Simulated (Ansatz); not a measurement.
Yb under changes of volume

One of the cells (41.626 Å³/atom); the others are scaled copies at fixed shape and fractional positions:

```
CELL_PARAMETERS angstrom
3.87990 0.00000 0.00000
-1.93995 3.36009 0.00000
0.00000 0.00000 6.38590
ATOMIC_POSITIONS crystal
Yb 0.66667 0.33333 0.75000
Yb 0.33333 0.66667 0.25000
```

This isn't the form of Yb at room conditions, which is fcc.

- Program: Ansatz 0.2.0
- Functional: LDA
- Potentials or basis: all-electron LAPW, scalar-relativistic
- Cutoff: 171 eV (chosen from the basis error)
- Basis error allowed: 0.001 eV/atom
- k mesh: 8 × 8 × 4
- Occupations: fermi-dirac, width 0.05 eV
- Spin: collinear spin, ferromagnetic start
- Starting moments: [1.0, 1.0] μB

```tsv
volume (Å³/atom)	energy over the lowest point (meV/atom)	pressure (GPa)
39.128	0.00	-4.1
39.961	21.73	-4.2
40.793	44.04	-4.3
41.626	66.84	-4.4
42.458	90.05	-4.5
43.291	113.57	-4.6
44.123	?	?
```

Q: What does the run at 44.123 Å³/atom give?

A: Energy over the lowest point 137.39 meV/atom; pressure -4.6 GPa.

Worked out: A Birch-Murnaghan fit of order 3 (a polynomial in V^(-2/3)) to the other rows has no minimum within the range. It gives 137.32 meV/atom at 44.123 Å³/atom, against the run's 137.39, and -dE/dV = -4.6 GPa, against -4.6.

Energies are extrapolated to zero smearing.

Caveats: an open f shell can end in a state above the lowest; the starting moments weren't kept.

The runs don't all hold the same shells in valence.
